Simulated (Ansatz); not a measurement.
Theory: DFT PBE, scalar-relativistic, plane waves, PAW (Ansatz 0.2.0). Cutoff 420 eV, Γ-centred 8×8×8 mesh (2-atom cell), Gaussian smearing of 0.02 eV, no spin polarisation.

Formation energies are uncorrected and refer to the elements' standard structures at the same level.

Task: Find a candidate cubic semiconductor with formula ZnS, with a gap near 2.0 eV, a formation energy near −0.82 eV/atom and about 20 Å³ per atom, in a cell of 2 atoms.

Result: ZnS, space group F-43m (No. 216). Around Zn lie 4 S at 2.36 Å; S has 4 Zn at 2.36 Å.

```yaml
crystal:
  lattice:
    - [0.00000, 2.72149, 2.72149]
    - [2.72149, 0.00000, 2.72149]
    - [2.72149, 2.72149, 0.00000]
  atoms:
    - { symbol: Zn, position: [0.50000, 0.50000, 0.50000] }
    - { symbol: S, position: [0.75000, 0.75000, 0.75000] }
```

- Volume per atom: 20.16 Å³
- Density: 4.01 g/cm³
- Formation energy: −0.822 eV/atom
- Gap on the 8×8×8 mesh of the 2-atom cell: 2.02 eV

It comes from a database structure that was distorted and then relaxed. Other answers may fit too; this one was computed.

Kohn–Sham gaps at this level usually fall short of measured ones. The reference form of S is held partly by dispersion forces, which this level lacks. A later test with randomly moved atoms came back to the same energy, though modes that don't fit the test's cell weren't probed.
